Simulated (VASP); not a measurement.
The system is Sn.

```xyz
2
Lattice="-2.9401 2.9401 1.5993 2.9401 -2.9401 1.5993 2.9401 2.9401 -1.5993" Properties=species:S:1:pos:R:3 pbc="T T T"
Sn    0.0000    0.0000    0.0000
Sn    0.0000    2.9401    0.7997
```

| Quantity | Value |
| --- | --- |
| Program | VASP 6.6.1 |
| Task | relaxation of cell and atoms |
| Functional | LDA |
| Potentials or basis | VASP PAW LDA potentials, release 64 (Sn_d) |
| Cutoff | 600 eV |
| k mesh | 8 × 8 × 8 |
| Occupations | fermi-dirac, width 0.05 eV |
| Spin | no spin polarisation |

At the start: pressure -2.7 GPa; volume 27.65 Å³/atom.

How do energy, volume and symmetry change on relaxing?

Over 9 steps the energy falls by 15.4 meV/atom and the volume is 26.25 Å³/atom (-5.1 %); space group I4_1/amd (No. 141, to 0.05 Å).

The path:
```csv
step,energy change (eV),largest force (eV/Å),pressure (GPa),volume (Å³)
1,0.0000,0.0000,-2.75,55.30
2,-0.0265,0.0000,1.02,51.59
3,-0.0286,0.0000,0.13,52.33
4,-0.0303,0.0000,0.16,52.34
5,-0.0306,0.0000,0.16,52.35
6,-0.0306,0.0000,0.17,52.35
7,-0.0306,0.0000,0.16,52.36
8,-0.0307,0.0000,-0.08,52.57
9,-0.0307,0.0000,0.02,52.50
```

Final structure:
```
Sn
1.0
    -2.86546    2.86546    1.59841
     2.86546   -2.86546    1.59841
     2.86546    2.86546   -1.59841
Sn
2
Direct
  0.00000 0.00000 0.00000
  0.75000 0.25000 0.50000
```
